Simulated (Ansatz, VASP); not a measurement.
# Cl: VASP beside Ansatz

The input INCAR:

```
SYSTEM = Cl
PREC     = Accurate       ! precision mode
ENCUT    = 520            ! plane-wave cutoff, eV
EDIFF    = 1E-7           ! SCF threshold, eV
ISMEAR   = -1             ! smearing method
SIGMA    = 0.1            ! smearing width, eV
LREAL    = .False.        ! projectors in reciprocal space
LASPH    = .True.         ! aspherical terms in the spheres
NELM     = 60             ! most SCF steps
ALGO     = Normal         ! electronic algorithm
ISIF     = 2              ! what is computed and relaxed
LWAVE    = .False.        ! write WAVECAR
LCHARG   = .False.        ! write CHGCAR
NBANDS   = 14             ! bands
```

Contents of KPOINTS:

```
Automatic mesh
0
Gamma
  15 15 8
  0 0 0
```

File POSCAR:

```
Cl
1.0
    2.8201281213      0.0000000000      0.0000000000
   -1.4100640607      2.4423025950      0.0000000000
    0.0000000000      0.0000000000      3.8476026625
Cl
2
Direct
    0.3333333333      0.6666666667      0.2500000000
    0.6666666667      0.3333333333      0.7500000000
```

Input for Ansatz:

```yaml
crystal:
  lattice:
    - [2.8201281213, 0.0, 0.0]
    - [-1.4100640607, 2.442302595, 0.0]
    - [0.0, 0.0, 3.8476026625]
  atoms:
    - { symbol: Cl, position: [0.3333333333, 0.6666666667, 0.25] }
    - { symbol: Cl, position: [0.6666666667, 0.3333333333, 0.75] }
kpoints:
  mp_grid: { grid: [15, 15, 8] }
scf:
  occupations: { method: fermi_dirac, width: 0.1 }
hamiltonian:
  xc: lda
  pseudopotentials: { kind: all_electron, lapw: { basis_error: 0.001 } }
output:
  forces: true
  stress: true
  eigenvalues: true
  populations: true
```

Change from the starting cell: volume scaled by 0.68, LAPW.

Alike in both runs: task single point; functional LDA; k mesh 15 × 15 × 8; occupations fermi-dirac, width 0.1 eV; no spin polarisation.

|  | VASP | Ansatz |
| --- | --- | --- |
| version | VASP 6.6.1 | Ansatz 0.2.0 |
| potentials or method | VASP PAW LDA potentials, release 64 (Cl) | all-electron LAPW, scalar-relativistic |
| plane-wave cutoff (eV) | 520 | see its input |

```csv
,VASP,Ansatz,Ansatz less VASP
pressure (GPa),40.7,40.9,+0.20
```

Ansatz ran all-electron here, so the differences hold the error of VASP's frozen core and of both bases.

Caveats: so large a pressure means that the cell lies far from this level's equilibrium, or that cutoff or potentials fall short (VASP).
